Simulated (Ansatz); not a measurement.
The system is W.

```
CELL_PARAMETERS angstrom
5.08300 0.00000 0.00000
0.00000 5.08300 0.00000
0.00000 0.00000 5.08300
ATOMIC_POSITIONS crystal
W 0.50000 0.25000 0.00000
W 0.50000 0.75000 0.00000
W 0.75000 0.00000 0.50000
W 0.25000 0.00000 0.50000
W 0.00000 0.50000 0.75000
W 0.00000 0.50000 0.25000
W 0.50000 0.50000 0.50000
W 0.00000 0.00000 0.00000
```

This isn't the form of W at room conditions, which is bcc.

- Program: Ansatz 0.2.0
- Task: relaxation of cell and atoms
- Functional: PBEsol
- Dispersion: D3(BJ)-ATM
- Potentials or basis: Ansatz PAW
- Cutoff: 420 eV (not typed: the program's choice for these potentials)
- k mesh: 5 × 5 × 5
- Occupations: fermi-dirac, width 0.05 eV
- Spin: no spin polarisation

At the start: volume 16.42 Å³/atom.

How do energy, volume and symmetry change on relaxing?

It ends after 4 steps and the volume is 15.62 Å³/atom (-4.8 %); space group Pm-3n (No. 223, to 0.05 Å).

Step by step:
| step | energy change (eV) | largest force (eV/Å) | volume (Å³) |
| --- | --- | --- | --- |
| 1 | 0.0000 | 0.0000 | 131.33 |
| 2 | -0.3012 | 0.0000 | 125.94 |
| 3 | -0.3090 | 0.0000 | 124.99 |
| 4 | -0.3067 | 0.0000 | 124.99 |

Final structure:
```
CELL_PARAMETERS angstrom
4.99983 0.00000 0.00000
0.00000 4.99983 0.00000
0.00000 0.00000 4.99983
ATOMIC_POSITIONS crystal
W 0.50000 0.25000 0.00000
W 0.50000 0.75000 0.00000
W 0.75000 0.00000 0.50000
W 0.25000 0.00000 0.50000
W 0.00000 0.50000 0.75000
W 0.00000 0.50000 0.25000
W 0.50000 0.50000 0.50000
W 0.00000 0.00000 0.00000
```

Caveat: the plane-wave basis is chosen anew once the cell has moved, so the energies of steps on either side of that aren't comparable; pairwise dispersion overbinds metals, which lowers pressure and volume; the PAW data sets come from PBE, with cores solved anew for the run's functional, which leaves a small shift of forces and pressure.
